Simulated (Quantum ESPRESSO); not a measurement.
**TePb under changes of volume**

One of the cells (32.055 Å³/atom); the others are scaled copies at fixed shape and fractional positions:

```
CELL_PARAMETERS angstrom
4.00229 0.00000 0.00000
0.00000 4.00229 0.00000
0.00000 0.00000 4.00229
ATOMIC_POSITIONS crystal
Pb 0.00000 0.00000 0.00000
Te 0.50000 0.50000 0.50000
```

Measurements of this composition are mostly on another form, of space group No. 225.

- Program: Quantum ESPRESSO 7.5
- Functional: PBE
- Potentials or basis: PseudoDojo 0.4 FR PBE standard
- Cutoff: 1088 eV
- Density cutoff: 4354 eV
- k mesh: 5 × 5 × 5
- Occupations: fermi-dirac, width 0.05 eV
- Spin: spin-orbit coupling, no magnetisation

| volume (Å³/atom) | energy over the lowest point (meV/atom) | pressure (GPa) |
| --- | --- | --- |
| 30.132 | 17.97 | 2.9 |
| 30.773 | 8.27 | 1.9 |
| 31.414 | 2.41 | 1.0 |
| 32.055 | 0.00 | 0.2 |
| 32.696 | 0.76 | -0.6 |
| 33.337 | ? | ? |
| 33.978 | 10.77 | -1.9 |

Task: What does the run at 33.337 Å³/atom give?

Result: Energy over the lowest point 4.43 meV/atom; pressure -1.3 GPa.

Worked out: A Birch-Murnaghan fit of order 3 (a polynomial in V^(-2/3)) to the other rows has its minimum at 32.21 Å³/atom with B0 = V·E''(V) = 39 GPa and B' = 3.5. It gives 4.44 meV/atom at 33.337 Å³/atom, against the run's 4.43, and -dE/dV = -1.3 GPa, against -1.3.

Energies are extrapolated to zero smearing.
